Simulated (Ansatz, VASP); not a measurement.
## KBr (KBr (001), 3 units): VASP beside Ansatz

One calculation is typed for both programs; each brings its own data sets. How far apart do they land? Of the first pair: The structure shown is the start of the Ansatz relaxation below; VASP solves that cell, so the two are compared at the walk's first step.

Program: Ansatz 0.2.0. Level of theory: plane waves, with VASP 6.6.1 beside it; single point at PBE. Results are calculated unless marked as measured.

## 1. Set-up

The cell holds 6 atoms: 3 K and 3 Br. Its edges and angles: a = 4.667 Å, b = 4.667 Å, c = 37.000 Å, α = 90.0°, β = 90.0°, γ = 90.0°. It derives from KBr (rocksalt KBr). Vacuum lies along c. The height across the vacuum is the one that the program set for its solve, not the one typed.

## 2. Ansatz: relaxation, PBE

Ansatz runs on its default PAW (the set named soft_2) files.

The two programs are compared at the cell with which this relaxation starts, whose forces are those of its first step.

File input.yaml:

```yaml
crystal:
  lattice:
    - [4.66690476, 0.0, 0.0]
    - [0.0, 4.66690476, 0.0]
    - [0.0, 0.0, 22.6]
  atoms:
    - { symbol: K, position: [0.5, 0.5, 0.3539823009] }
    - { symbol: Br, position: [0.0, 0.0, 0.3539823009] }
    - { symbol: K, position: [0.0, 0.0, 0.5] }
    - { symbol: Br, position: [0.5, 0.5, 0.5] }
    - { symbol: K, position: [0.5, 0.5, 0.6460176991] }
    - { symbol: Br, position: [0.0, 0.0, 0.6460176991] }
  periodic: [true, true, false]
kpoints:
  mp_grid: { grid: [6, 6, 1] }
hamiltonian:
  xc: pbe
scf:
  occupations: { method: fermi_dirac, width: 0.05 }
relax:
  f_tol: 0.01
  max_steps: 90
  cell: {}
```

Launch:

```sh
> ansatz run input.yaml --threads 4 --pin off --max-ram 8192MiB --backend cpu --events-out ev --progress --plain --runs-dir out
```

Numbers of over 12 decimals in the logs are rounded to 6 here.

Log:

```text
Warning: crystal.periodic: the lattice vector that does not repeat stood 0.000° off the slab's normal, 22.600 Å along it as the deck builds it. The run solves the slab on a vector along the normal, 37.000 Å long, with every atom where it was (on the deck's vector they left 16.00 Å outside them, and the widest stretch free of ions among them is 3.30 Å). A fractional position that the run reports is one of the run's ce [...]
crystal.periodic: the lattice vector that does not repeat stood 0.000° off the slab's normal, 22.600 Å along it as the deck builds it. The run solves the slab on a vector along the normal, 37.000 Å long, with every atom where it was (on the deck's vector they left 16.00 Å outside them, and the widest stretch free of ions among them is 3.30 Å). A fractional position that the run reports is one of the run's cell, which [...]
Engine: ansatz 0.2.0, x86_64-unknown-linux-gnu
Pseudopotentials: kind: paw
Pseudopotential: K, paw, valence charge 9, recommended cutoff 420 eV (normal), K.paw.azcp
Pseudopotential: Br, paw, valence charge 7, recommended cutoff 420 eV (normal), Br.paw.azcp
Functional definition: PBE
  parameter kappa = 0.804
  parameter beta = 0.066725
  exchange = pbe_x(kappa = kappa, mu = beta*pi^2/3)
  correlation = pbe_c(beta = beta)
Crystal: 6 atoms, lattice volume = 805.860 Å³
Basis set: ecut = 420 eV, 15707 PW (Γ), exchange–correlation on 64×64×500 points (8 copies of the dense FFT grid, shifted against one another)
Bands: 30, of which v1, the nominal top of the filled ones, is band 24 counted from 1 (23 counted from 0)
Symmetry: 16 space group operations
Space group: P4/mmm (ITA 123), of the structure as read, at distance tolerance 9.3e-5 Å
k-points: 10 of 36
Non-local potential: K, projectors of the file, l = 0: 3, l = 1: 2, l = 2: 2
Non-local potential: Br, projectors of the file, l = 0: 2, l = 1: 2, l = 2: 2
PAW form: soft (Blöchl's): semilocal exchange-correlation on the pseudo side does not see the compensation charge
PAW one-centre angular grid: K, 110 points (default); XC on 64 Gauss nodes
PAW one-centre angular grid: Br, 110 points (default); XC on 64 Gauss nodes
Initial density: superposition of atomic densities (neutral atoms: chi_scale 0, normalization atom), corrected by the library's trained network
Initial wavefunctions: pseudopotential atomic-orbital guess
Functional: x = pbe(κ = 0.804, μ = 0.219515), c = pbe(β = 0.066725)
SCF iter   1: F=—  HF=-12973.221694 eV  |F-HF|=—  |Δ(HF+E_count)|=         —  Δρ=2.42e-4  dr2=8.91e-4  ethr=1.77e-3  ⟨swp⟩=15.9  Hψ=2252  notcnv=0
[...]
SCF iter   3: F=—  HF=-12973.224756 eV  |F-HF|=—  |Δ(HF+E_count)|=   2.09e-4  Δρ=4.92e-5  dr2=2.12e-5  ethr=5.74e-7  ⟨swp⟩=2.1  Hψ=533  notcnv=0  defer=13
SCF iter   4: F=—  HF=-12973.224748 eV  |F-HF|=—  |Δ(HF+E_count)|=   8.48e-6  Δρ=1.85e-5  dr2=2.47e-6  ethr=4.41e-8  ⟨swp⟩=2.8  Hψ=590  notcnv=0  defer=13
SCF iter   5: F=—  HF=-12973.224767 eV  |F-HF|=—  |Δ(HF+E_count)|=   1.89e-5  Δρ=4.90e-6  dr2=5.32e-7  ethr=5.15e-9  ⟨swp⟩=2.7  Hψ=556  notcnv=0  defer=13
SCF iter   6: F=-12973.224767 eV  HF=-12973.224767 eV  |F-HF|=4.99e-8  |Δ(HF+E_count)|=   3.53e-7  Δρ=1.23e-6  dr2=1.17e-8  ethr=2.08e-10  ⟨swp⟩=4.0  Hψ=1508  notcnv=0
SCF 1 converged in 6 iterations: F = -12973.224767 eV  dr2 = 1.17e-8
  greatest PAW one-centre occupation: 0.987 electrons in one spin orbital (limit 2), on the K atom at site 2 (counted from 0), in its partial waves of l = 0
relax step   1: F+E_penalty+E_count = -12973.22476725 eV  Δ(F+E_penalty+E_count) = +0.000e0 eV  max|allowed force component| = 1.041e-1 eV/Å  Δτ_max = 0.0000 Å  P = +0.150 N/m  Ω = 805.860 Å³  fix = [c, alpha, beta]  reactions: c +0.000 N/m  (6 SCF iters, dr2 threshold 1.00e-7 eV, accepted)
[...]
relax step   2: F+E_penalty+E_count = -12973.23167073 eV  Δ(F+E_penalty+E_count) = -6.903e-3 eV  max|allowed force component| = 3.328e-2 eV/Å  Δτ_max = 0.0476 Å  P = +0.077 N/m  Ω = 807.708 Å³  energy of the carried Pulay correction = -1.670e-5 eV  fix = [c, alpha, beta]  reactions: c +0.000 N/m  (5 SCF iters, dr2 threshold 6.00e-7 eV, accepted)
[...]
relax step   3: F+E_penalty+E_count = -12973.23290649 eV  Δ(F+E_penalty+E_count) = -1.236e-3 eV  max|allowed force component| = 2.650e-3 eV/Å  Δτ_max = 0.0300 Å  P = +0.008 N/m  Ω = 809.351 Å³  energy of the carried Pulay correction = -3.152e-5 eV  fix = [c, alpha, beta]  reactions: c +0.000 N/m  (6 SCF iters, dr2 threshold 6.92e-8 eV, accepted)
[...]
relax step   4: F+E_penalty+E_count = -12973.23293591 eV  Δ(F+E_penalty+E_count) = -2.942e-5 eV  max|allowed force component| = 2.637e-3 eV/Å  Δτ_max = 0.0000 Å  P = +0.008 N/m  Ω = 809.351 Å³  fix = [c, alpha, beta]  reactions: c +0.000 N/m  stress off target by 7.92e-3 N/m on what of the cell is left free  SCF on the basis re-selected at this cell (its energy is not comparable with the rows above)  (6 SCF iters)
basis re-selected at this cell: Δ(F+E_penalty+E_count) = -2.942e-5 eV, ΔP = -0.000 N/m vs the last step (what re-selecting the basis moved, of the pressure what is left beyond the Pulay correction that the steps carried, after the strain that the cell walked since its last selection, with what the two solves' SCF thresholds leave and, on support functions, any second-order correction that the steps lacked; it is no m [...]
SCF converged after 6 iterations
Free energy (F): -12973.232936 eV
Harris-Foulkes:  -12973.232936 eV  (|F-HF|=4.37e-9)
Internal energy: -12973.232936 eV  (E = F + TS)
E sigma→0 (E₀):  -12973.232936 eV
Fermi energy:    -3.739558 eV
--- Per-component energies (eV) ---
  E_band       = -742.557559
  E_kinetic    = 1163.650165
  E_local      = -60273.198338  (includes V_loc(G=0)·N_el)
  E_nonlocal   = 248.317965
  E_hartree    = 29523.746282
  E_xc         = -1201.027107
  E_vxc        = -807.802513  (∫ρ·V_xc dr)
  E_paw        = -9085.094046  (= ΣΔE_a)
  E_vpaw       = -121.017423  (= ΣTr[D̂ρ^β])
  E_aug_tail   = -0.000011  (compensation charges beyond the density's cutoff)
  E_ewald      = 26650.372154
  E_smearing   = -0.000000  (= −TS)
  E_closure    = 0.000000  (closes the sum)
  Σ components = -12973.232936   (vs F -12973.232936, Δ=0.00e0)
--- Forces (eV/Å), atoms counted from 1 ---
  atom   1  K      0.00000000     0.00000000    -0.00230967
  atom   2  Br    -0.00000000     0.00000000    -0.00263690
  atom   3  K      0.00000000    -0.00000000     0.00000000
  atom   4  Br     0.00000000    -0.00000000     0.00000000
  atom   5  K      0.00000000     0.00000000     0.00230967
  atom   6  Br    -0.00000000     0.00000000     0.00263690
  max |Σ_I F_I| component: 8.67e-19 eV/Å
--- 2D stress c σ (N/m, compression-positive) ---
        0.007919       0.000000       0.000000
        0.000000       0.007919       0.000000
        0.000000       0.000000       0.000000
  P = ½ c Tr σ = 0.0079 N/m
--- Relaxed structure (3 steps of the walk, 3 accepted, 1 SCFs on fresh bases) ---
  F+E_penalty+E_count = -12973.23293591 eV   max|allowed force component| = 2.637e-3 eV/Å   (the final SCF, on the basis selected at the relaxed cell)
  cell:  # Å, volume = 809.3514 Å³
    - [4.677004, 0, 0.0]
    - [0, 4.677004, 0.0]
    - [0.0, 0.0, 36.99999999864]
  atoms:
    - { symbol: K, position: [0.5, 0.5, 0.215897] }
    - { symbol: Br, position: [0, 0, 0.214118] }
    - { symbol: K, position: [0, 0, 0.305405] }
    - { symbol: Br, position: [0.5, 0.5, 0.305405] }
    - { symbol: K, position: [0.5, 0.5, 0.394914] }
    - { symbol: Br, position: [0, 0, 0.396693] }
```

Reading the cycles: dr2 is the Hartree energy of the density residual (eV), the measure of convergence; HF is the Harris–Foulkes estimate of the energy, which meets the free energy F at convergence.

## 3. VASP: single point, PBE, start cell, pair 1

The same cell, functional, mesh and smearing now go to VASP, with its own data sets.

Lines of VASP's logs that name or quote its potential files are left out, and so is its time.

File INCAR:

```
SYSTEM = KBr
PREC = Accurate
ENCUT = 400
EDIFF = 1E-06
NELM = 120
ISMEAR = -1
SIGMA = 0.05
LREAL = .FALSE.
ALGO = Normal
GGA = PE
NBANDS = 30
LORBIT = 11
LWAVE = .FALSE.
LCHARG = .FALSE.
ISIF = 2
LDIPOL = .TRUE.
IDIPOL = 3
DIPOL = 0.5 0.5 0.305
LVHAR = .TRUE.
LASPH = .TRUE.
GGA_COMPAT = .FALSE.
EFERMI = MIDGAP
NELMDL = -8
KPAR = 2
```

File POSCAR:

```
KBr
1.0
    4.6669050000      0.0000000000      0.0000000000
    0.0000000000      4.6669050000      0.0000000000
    0.0000000000      0.0000000000     37.0000000000
K Br
3 3
Direct
    0.4999998929      0.4999998929      0.2162162162
    0.9999998929      0.9999998929      0.3054054054
    0.4999998929      0.4999998929      0.3945945946
    0.9999998929      0.9999998929      0.2162162162
    0.4999998929      0.4999998929      0.3054054054
    0.9999998929      0.9999998929      0.3945945946
```

File KPOINTS:

```
Automatic mesh
0
Gamma
6 6 1
0 0 0
```

The projector-augmented-wave data sets are K_sv and Br (PBE family, release 64).

Launch:

```sh
> mpirun -np 2 vasp_std
```

Log:

```text
[banner, memory and clock lines left out]
running    2 mpi-ranks, on    1 nodes
 distrk:  each k-point on    1 cores,    2 groups
 distr:  one band on    1 cores,    1 groups

 POSCAR found type information on POSCAR K Br
 POSCAR found :  2 types and       6 ions
 LDA part: xc-table for (Slater+PW92), standard interpolation
 POSCAR, INCAR and KPOINTS ok, starting setup
 FFT: planning ... GRIDC
 FFT: planning ... GRID_SOFT
 FFT: planning ... GRID
 WAVECAR not read
 entering main loop
       N       E                     dE             d eps       ncg     rms          rms(c)
DAV:   1     0.369492230411E+03    0.36949E+03   -0.15835E+04   736   0.931E+02
DAV:   2     0.375600623230E+02   -0.33193E+03   -0.32496E+03   836   0.244E+02
DAV:   3    -0.173265723612E+02   -0.54887E+02   -0.54723E+02   862   0.853E+01
DAV:   4    -0.191868560172E+02   -0.18603E+01   -0.18571E+01   752   0.203E+01
DAV:   5    -0.193056884779E+02   -0.11883E+00   -0.11881E+00  1120   0.365E+00
DAV:   6    -0.193062674117E+02   -0.57893E-03   -0.57889E-03   816   0.345E-01
DAV:   7    -0.193062918849E+02   -0.24473E-04   -0.24471E-04   984   0.517E-02
DAV:   8    -0.193062925259E+02   -0.64098E-06   -0.64078E-06   760   0.836E-03    0.533E+00
DAV:   9    -0.185563735229E+02    0.74992E+00   -0.12172E+00   690   0.371E+00    0.379E+00
DAV:  10    -0.183904526374E+02    0.16592E+00   -0.84914E-01   708   0.350E+00    0.175E+00
DAV:  11    -0.183834540863E+02    0.69986E-02   -0.11992E-01   866   0.177E+00    0.367E-01
DAV:  12    -0.183827949833E+02    0.65910E-03   -0.50650E-03   772   0.331E-01    0.225E-01
DAV:  13    -0.183768603160E+02    0.59347E-02   -0.85682E-03   720   0.426E-01    0.890E-02
DAV:  14    -0.183760313486E+02    0.82897E-03   -0.23758E-03   760   0.197E-01    0.875E-02
[...]
DAV:  22    -0.183799245098E+02   -0.75175E-04   -0.47797E-06   554   0.610E-03    0.161E-03
DAV:  23    -0.183799466778E+02   -0.22168E-04   -0.66803E-07   502   0.263E-03    0.716E-04
DAV:  24    -0.183799701005E+02   -0.23423E-04   -0.12197E-06   500   0.252E-03    0.568E-04
DAV:  25    -0.183799756159E+02   -0.55154E-05   -0.11046E-07   438   0.110E-03    0.371E-04
DAV:  26    -0.183799794284E+02   -0.38125E-05   -0.77676E-08   444   0.722E-04    0.203E-04
DAV:  27    -0.183799817514E+02   -0.23229E-05   -0.47970E-08   444   0.596E-04    0.221E-04
DAV:  28    -0.183799829565E+02   -0.12051E-05   -0.14933E-08   456   0.390E-04    0.156E-04
DAV:  29    -0.183799834881E+02   -0.53158E-06   -0.63387E-09   462   0.288E-04
   1 F= -.18379983E+02 E0= -.18379983E+02  d E =-.119609E-19
```

Parts of OUTCAR (step 3):

```text
ion  position               nearest neighbor table
   1  0.500  0.500  0.216-   5 3.30   4 3.30   4 3.30   4 3.30   4 3.30
   2  1.000  1.000  0.305-   4 3.30   6 3.30   5 3.30   5 3.30   5 3.30   5 3.30
   3  0.500  0.500  0.395-   5 3.30   6 3.30   6 3.30   6 3.30   6 3.30
   4  1.000  1.000  0.216-   2 3.30   1 3.30   1 3.30   1 3.30   1 3.30
   5  0.500  0.500  0.305-   1 3.30   3 3.30   2 3.30   2 3.30   2 3.30   2 3.30
   6  1.000  1.000  0.395-   2 3.30   3 3.30   3 3.30   3 3.30   3 3.30

  LATTYP: Found a simple tetragonal cell.
 ALAT       =     4.6669050000
 C/A-ratio  =     7.9281665258

 Subroutine GETGRP returns: Found 16 space group operations
 (whereof  8 operations were pure point group operations)

The static configuration has the point symmetry C_4v.
 The point group associated with its full space group is D_4h.

 Found     10 irreducible k-points:

   k-points           NKPTS =     10   k-points in BZ     NKDIM =     10   number of bands    NBANDS=     30

   dimension x,y,z NGX =    30 NGY =   30 NGZ =  250
   dimension x,y,z NGXF=    60 NGYF=   60 NGZF=  500

   ENCUT  =  400.0 eV  29.40 Ry    5.42 a.u.   7.61  7.61 60.34*2*pi/ulx,y,z

   NELECT =      48.0000    total number of electrons

 k-points in reciprocal lattice and weights: Automatic mesh
   0.00000000  0.00000000  0.00000000       0.028
   0.16666667  0.00000000  0.00000000       0.111
   0.33333333  0.00000000  0.00000000       0.111
   0.50000000  0.00000000  0.00000000       0.056
   0.16666667  0.16666667  0.00000000       0.111
   0.33333333  0.16666667  0.00000000       0.222
   0.50000000  0.16666667  0.00000000       0.111
   0.33333333  0.33333333  0.00000000       0.111
   0.50000000  0.33333333  0.00000000       0.111
   0.50000000  0.50000000  0.00000000       0.028

 dipolmoment           0.000000      0.000000      0.000007 electrons x Angstroem

 average (electrostatic) potential at core
       1 -40.0996       2 -39.7316       3 -40.0996       4 -67.6685       5 -67.7595
       6 -67.6685

 E-fermi :  -2.5426

 k-point     1 :       0.0000    0.0000    0.0000
  band No.  band energies     occupation
    ...
     20      -4.8484      2.00000
     21      -4.8106      2.00000
     22      -4.8106      2.00000
     23      -4.7309      2.00000
     24      -4.7309      2.00000
     25      -0.3544      0.00000
     26       0.0644      0.00000
     27       0.9085      0.00000
     28       1.1569      0.00000
     29       1.2350      0.00000
    ...

 k-point     2 :       0.1667    0.0000    0.0000
  band No.  band energies     occupation
    ...
     20      -4.9820      2.00000
     21      -4.9219      2.00000
     22      -4.8559      2.00000
     23      -4.8176      2.00000
     24      -4.7911      2.00000
     25       0.0068      0.00000
     26       0.3106      0.00000
     27       1.1341      0.00000
     28       1.3500      0.00000
     29       1.4473      0.00000
    ...

 k-point     3 :       0.3333    0.0000    0.0000
  band No.  band energies     occupation
    ...
     20      -5.0363      2.00000
     21      -4.9669      2.00000
     22      -4.9437      2.00000
     23      -4.9134      2.00000
     24      -4.8916      2.00000
     25       0.7863      0.00000
     26       0.8892      0.00000
     27       1.6500      0.00000
     28       1.8970      0.00000
     29       2.0059      0.00000
    ...

  Total        0.2282092      0.2282092      0.4659785      0.0000000      0.0000000      0.0000000
  in kB        0.4537161      0.4537161      0.9264390      0.0000000      0.0000000      0.0000000
  external PRESSURE =       0.6112904 kB  Pullay stress =       0.0000000 kB

  energy-cutoff  :      400.00
  volume of cell :      805.86
      direct lattice vectors                 reciprocal lattice vectors
     4.666905000  0.000000000  0.000000000     0.214274771  0.000000000  0.000000000
     0.000000000  4.666905000  0.000000000     0.000000000  0.214274771  0.000000000
     0.000000000  0.000000000 37.000000000     0.000000000  0.000000000  0.027027027

 POSITION                                       TOTAL-FORCE (eV/Angst)
 -----------------------------------------------------------------------------------
      2.33345      2.33345      8.00000         0.000000      0.000000      0.029808
      4.66690      4.66690     11.30000         0.000000     -0.000000     -0.000000
      2.33345      2.33345     14.60000         0.000000      0.000000     -0.029808
      4.66690      4.66690      8.00000         0.000000     -0.000000     -0.107657
      2.33345      2.33345     11.30000         0.000000     -0.000000     -0.000000
      4.66690      4.66690     14.60000         0.000000     -0.000000      0.107657
 -----------------------------------------------------------------------------------
    total drift:                                0.002041      0.002041      0.000084

  FREE ENERGIE OF THE ION-ELECTRON SYSTEM (eV)
  ---------------------------------------------------
  free  energy   TOTEN  =       -18.3799834881 eV

  energy  without entropy=      -18.3799834881  energy(sigma->0) =      -18.37998349

 vacuum level on the upper side and lower side of the slab         1.111         1.110

 total charge
# of ion       s       p       d       tot
------------------------------------------
    1        1.956   5.575   0.022   7.553
    2        1.957   5.579   0.025   7.561
    3        1.956   5.575   0.022   7.553
    4        1.599   3.294   0.001   4.894
    5        1.599   3.303   0.001   4.904
    6        1.599   3.294   0.001   4.894
--------------------------------------------------
tot         10.667  26.621   0.071  37.359

[... 3 further parts left out ...]
```

(Part 1 of 2 ends here.)

[Lines on the potential files, build, host, timing and source positions are cut from VASP's logs without a mark.]

[Logs are printed without paths, hosts, clocks, repeated set-up lines and the standing remarks that a program may print on its own settings, such as how far it seeks lower states.]

[Hosts, paths, dates, database ids (printed as entryN), source tags and the programs' standing remarks are cut or masked in the printed files.]
